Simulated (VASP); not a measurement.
Input of a VASP 6.6.1 run:

File INCAR:

```
PREC = Accurate ; ENCUT = 520
EDIFF = 1E-6 ; ISMEAR = -1
SIGMA = 0.1 ; LREAL = False
LASPH = True ; NELM = 80
ALGO = Normal ; ISIF = 2
LWAVE = False ; LCHARG = False
GGA = RP ; NBANDS = 11
```

The input KPOINTS:

```
Automatic mesh
0
Gamma
  16 16 16
```

File POSCAR:

```
Pt
1.0
   -1.5917975175      1.5917975175      1.5917975175
    1.5917975175     -1.5917975175      1.5917975175
    1.5917975175      1.5917975175     -1.5917975175
Pt
1
Direct
    0.0000000000      0.0000000000      0.0000000000
```

Potentials or basis: VASP PAW PBE potentials, release 64 (Pt).

Command:

```console
$ cat potpaw_PBE.64/Pt/POTCAR > POTCAR
$ mpirun -np 1 vasp_std > vasp.out
```

Q: Estimate the band gap on the k mesh.

A: None (metal or under the smearing width).

Q: Estimate the pressure.

A: -0.4 GPa.

Caveat: the PAW data sets were made with another functional, which shifts forces and pressure a little. The run has no spin-orbit coupling, so splittings on Pt are missing.
